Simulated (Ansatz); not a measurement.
Something may be wrong with this Ansatz 0.2.0 calculation of TiTe.

Contents of input.yaml:

```yaml
crystal:
  lattice:
    - [3.63109312, 0.0, 0.0]
    - [0.0, 3.63109312, 0.0]
    - [0.0, 0.0, 3.63109312]
  atoms:
    - { symbol: Ti, position: [0.0, 0.0, 0.0] }
    - { symbol: Te, position: [0.5, 0.5, 0.5] }
hamiltonian:
  xc: lda
  pseudopotentials: { kind: paw }
kpoints:
  mp_grid: { grid: [7, 7, 7] }
  band_path:
    path:
      - [[0.0, 0.0, 0.0], [0.0, 0.5, 0.0], [0.5, 0.5, 0.0], [0.0, 0.0, 0.0], [0.5, 0.5, 0.5], [0.0, 0.5, 0.0]]
      - [[0.5, 0.5, 0.0], [0.5, 0.5, 0.5]]
    npoints: 14
scf:
  occupations: { method: fermi_dirac, width: 0.05 }
  n_extra_bands: 6
  max_iter: 100
output:
  forces: true
  stress: true
  eigenvalues: true
  fatbands: true
basis:
  ecutwfc: "120 eV"
```

Potentials or basis: Ansatz PAW.

Run with:

```bash
$ ansatz run input.yaml --threads 2 --pin off --max-ram 5632MiB --backend cpu --events-out ev --progress --plain --runs-dir out
```

Output:

```text
Warning: basis.ecutwfc = 120 eV is below the records' recommended 420 eV, and the density's cutoff is lower with it unless basis.ecutrho_ratio is high enough to keep the records' density cutoff: compare with a run at a higher cutoff
Warning: RAYON_NUM_THREADS=2 ignored (pool sized by the plan → 2); use --threads N
[... 1 line left out ...]
Engine: ansatz 0.2.0, aarch64-unknown-linux-gnu
Pseudopotentials: kind: paw
Pseudopotential: Ti, paw, valence charge 12, recommended cutoff 420 eV (normal), Ti.paw.azcp
Pseudopotential: Te, paw, valence charge 16, recommended cutoff 420 eV (normal), Te.paw.azcp
Functional definition: SPW92
  exchange = slater_x
  correlation = pw_c
Crystal: 2 atoms, lattice volume = 47.875 Å³
Basis set: ecut = 120 eV, 147 PW (Γ)
Bands: 20, of which v1, the nominal top of the filled ones, is band 14 counted from 1 (13 counted from 0)
Symmetry: 48 space group operations
Space group: Pm-3m (ITA 221), of the structure as read, at distance tolerance 3.6e-5 Å
k-points: 20 of 343
Non-local potential: Ti, projectors of the file, l = 0: 3, l = 1: 2, l = 2: 3, l = 3: 1
Non-local potential: Te, projectors of the file, l = 0: 2, l = 1: 2, l = 2: 2, l = 3: 2
[... 18 lines left out ...]
  greatest PAW one-centre occupation: 1.320 electrons in one spin orbital (limit 2), on the Ti atom at site 0 (counted from 0), in its partial waves of l = 1
NSCF: frozen V_eff on 86 k-points
SCF converged after 8 iterations
Free energy (F): -9078.386393 eV
Harris-Foulkes:  -9078.386393 eV  (|F-HF|=1.87e-9)
Internal energy: -9078.362358 eV  (E = F + TS)
E sigma→0 (E₀):  -9078.374376 eV
Entropy (-TS):   -0.024035 eV (-12.017 meV/atom)
Fermi energy:    11.996360 eV
--- Per-component energies (eV) ---
  E_band       = -500.204637
  E_kinetic    = 628.389746
  E_local      = -1700.450531  (includes V_loc(G=0)·N_el)
  E_nonlocal   = -276.245802
  E_hartree    = 810.117622
  E_xc         = -268.859234
  E_vxc        = -287.528411  (∫ρ·V_xc dr)
  E_paw        = -5411.234514  (= ΣΔE_a)
  E_vpaw       = -484.466417  (= ΣTr[D̂ρ^β])
  E_aug_tail   = -0.140402  (compensation charges beyond the density's cutoff)
  E_ewald      = -2860.943855
  E_core_change = 1.004612  (= ΣΔE_core)
  E_smearing   = -0.024035  (= −TS)
  E_closure    = -0.000000  (closes the sum)
  Σ components = -9078.386393   (vs F -9078.386393, Δ=0.00e0)
--- Forces (eV/Å), atoms counted from 1 ---
  atom   1  Ti    -0.00000000    -0.00000000     0.00000000
  atom   2  Te     0.00000000    -0.00000000     0.00000000
  max |Σ_I F_I| component: 4.12e-29 eV/Å
--- Stress (GPa, compression-positive) ---
      -14.422477      -0.000000       0.000000
       -0.000000     -14.422477       0.000000
       -0.000000      -0.000000     -14.422477
  P = ⅓ Tr σ = -14.4225 GPa (-144.225 kbar)
[... 6 lines left out ...]
```

Question: Diagnose the run.

Answer: The calculation finished and met its thresholds. The input holds a flaw that was put in on purpose: a cutoff far too low (basis.ecutwfc = 120 eV). The program doesn't stop on it, so the numbers can't be trusted though the run ends normally.
